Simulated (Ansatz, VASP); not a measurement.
## Sb in VASP and in Ansatz

INCAR

```
SYSTEM = Sb
PREC = Accurate ; ENCUT = 520
EDIFF = 1E-6 ; ISMEAR = 0
SIGMA = 0.1 ; LREAL = .FALSE.
LASPH = .TRUE. ; NELM = 100
ALGO = Fast ; ISIF = 2
LWAVE = .FALSE. ; LCHARG = .FALSE.
GGA = PE ; NBANDS = 8
```

File KPOINTS:

```
Automatic mesh
0
G
  16 16 16
  0 0 0
```

File POSCAR:

```
Sb
1.0
   -1.8180638113      1.8180638113      1.8180638113
    1.8180638113     -1.8180638113      1.8180638113
    1.8180638113      1.8180638113     -1.8180638113
Sb
1
Direct
    0.0000000000      0.0000000000      0.0000000000
```

Input for Ansatz:

```yaml
crystal:
  lattice:
    - [-1.8180638113, 1.8180638113, 1.8180638113]
    - [1.8180638113, -1.8180638113, 1.8180638113]
    - [1.8180638113, 1.8180638113, -1.8180638113]
  atoms:
    - { symbol: Sb, position: [0.0, 0.0, 0.0] }
basis:
  ecutwfc: 420
kpoints:
  mp_grid: { grid: [16, 16, 16] }
hamiltonian:
  xc: pbe
scf:
  occupations: { method: gaussian, width: 0.1 }
output:
  forces: true
  stress: true
  eigenvalues: true
  populations: true
```

Alike in both runs: task single point; functional PBE; k mesh 16 × 16 × 16; occupations gaussian, width 0.1 eV; no spin polarisation.

|  | VASP | Ansatz |
| --- | --- | --- |
| version | VASP 6.6.1 | Ansatz 0.2.0 |
| potentials or method | VASP PAW PBE potentials, release 64 (Sb) | scalar-relativistic, plane waves, PAW |
| plane-wave cutoff (eV) | 520 | 420 |
| valence electrons in the cell | 5 | 15 |

|  | VASP | Ansatz | Ansatz less VASP |
| --- | --- | --- | --- |
| gap on the k mesh at the Fermi level (eV) | none | none | - |
| pressure (GPa) | 9.7 | 9.8 | +0.11 |

A gap of «none» marks a metal or a gap that the smearing closes. The two sets of potentials don't hold the same shells in valence.

The runs have no spin-orbit coupling, so splittings on Sb are missing.
